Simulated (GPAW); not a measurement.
TiO2:

```
Ti O
1.0
     4.59984    0.00000    0.00000
     0.00000    4.59984    0.00000
     0.00000    0.00000    2.95921
Ti O
2 4
Direct
  0.00000 0.00000 0.50000
  0.50000 0.50000 0.00000
  0.30432 0.30432 0.50000
  0.19568 0.80432 0.00000
  0.80432 0.19568 0.00000
  0.69568 0.69568 0.50000
```

The cell is a database's computed one.

Program: GPAW 26.7.0. Alike in all runs: no spin polarisation; cell as given; cutoff (eV) 800.

**Question.** Order these runs on this cell by their band gap on the k mesh, lowest first.
A. level PBE+U; potentials or basis GPAW PAW data sets (gpaw-data 1.2.1), pw; U Ti d U = 5 eV; k mesh 4 × 4 × 7; smearing fermi-dirac 0.05 eV; band path GXMGZRAZ,XR,MA; band points 100
B. level PBE; potentials or basis GPAW PAW data sets (gpaw-data 1.2.1), pw; k mesh 6 × 6 × 9; smearing gaussian 0.015 eV
C. level PBEsol+U; potentials or basis PAW data sets generated in the run's folder for this functional, pw; U Ti d U = 8 eV; k mesh 4 × 4 × 7; smearing fermi-dirac 0.05 eV; band path GXMGZRAZ,XR,MA; band points 100
D. level SCAN; potentials or basis GPAW PAW data sets (gpaw-data 1.2.1), pw; k mesh 4 × 4 × 6; smearing fermi-dirac 0.05 eV; band path GXMGZRAZ,XR,MA; band points 60
E. level PBE+U; potentials or basis GPAW PAW data sets (gpaw-data 1.2.1), pw; U Ti d U = 6 eV; k mesh 4 × 4 × 7; smearing fermi-dirac 0.05 eV; band path GXMGZRAZ,XR,MA; band points 100

**Answer.** B (1.87 eV), D (2.25 eV), A (2.69 eV), E (2.87 eV), C (3.19 eV).

Caveats: an odd mesh through Γ misses points on the zone boundary, where band edges often lie (some runs).

Not every run made on this cell is shown here.
